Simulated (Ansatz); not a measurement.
## Ti under changes of volume

One of the cells (17.676 Å³/atom); the others are scaled copies at fixed shape and fractional positions:

```
Ti
1.0
    -1.64100    1.64100    1.64100
     1.64100   -1.64100    1.64100
     1.64100    1.64100   -1.64100
Ti
1
Direct
  0.00000 0.00000 0.00000
```

This isn't the form of Ti at room conditions, which is hcp.

| Item | Value |
| --- | --- |
| Program | Ansatz 0.2.0 |
| Functional | CAM-B3LYP |
| Potentials or basis | Ansatz PAW |
| Cutoff | 420 eV (not typed: the program's choice for these potentials) |
| k mesh | 6 × 6 × 6 |
| Occupations | fermi-dirac, width 0.05 eV |
| Spin | no spin polarisation |

```csv
volume (Å³/atom),energy over the lowest point (meV/atom),pressure (GPa)
16.616,6.39,4.5
16.969,0.00,1.4
17.323,?,?
17.676,16.25,-4.3
18.030,28.46,-6.7
18.383,45.68,-8.9
18.737,67.48,-10.8
```

**Question.** What does the run at 17.323 Å³/atom give?

**Answer.** Energy over the lowest point 9.58 meV/atom; pressure -1.7 GPa.

The energies don't lie on one smooth curve, so no fit is given. The run at 16.969 Å³/atom lies farthest off, from a change of basis, grid or state.

Energies are extrapolated to zero smearing.

Caveats: all runs use coarse meshes; the PAW data sets come from PBE, with cores solved anew for the run's functional, which leaves a small shift of forces and pressure; the thresholds are loose for stress.
